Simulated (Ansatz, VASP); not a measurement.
# Two plane-wave programs on LiH

```
Li H
1.0
     0.00000    2.02308    2.02308
     2.02308    0.00000    2.02308
     2.02308    2.02308    0.00000
Li H
1 1
Direct
  0.00000 0.00000 0.00000
  0.50000 0.50000 0.50000
```

Alike in both runs: task single point; functional HF; k mesh 7 × 7 × 7; occupations fermi-dirac, width 0.01 eV; no spin polarisation.

|  | VASP | Ansatz |
| --- | --- | --- |
| version | VASP 6.6.1 | Ansatz 0.2.0 |
| potentials or method | VASP PAW PBE potentials, release 64 (Li_sv, H) | SPMS NC |
| plane-wave cutoff (eV) | 520 | 816 |
| valence electrons in the cell | 4 | 4 |

```tsv
	VASP	Ansatz	Ansatz less VASP
gap on the k mesh at the Fermi level (eV)	11.54	11.52	-0.016
least direct gap on the mesh (eV)	11.54	11.52	-0.016
```

Caveats: an odd mesh through Γ misses points on the zone boundary, where band edges often lie (VASP); odd divisions of the mesh miss points on the zone boundary, where band edges often lie, so the gap on the mesh can be too wide (Ansatz).
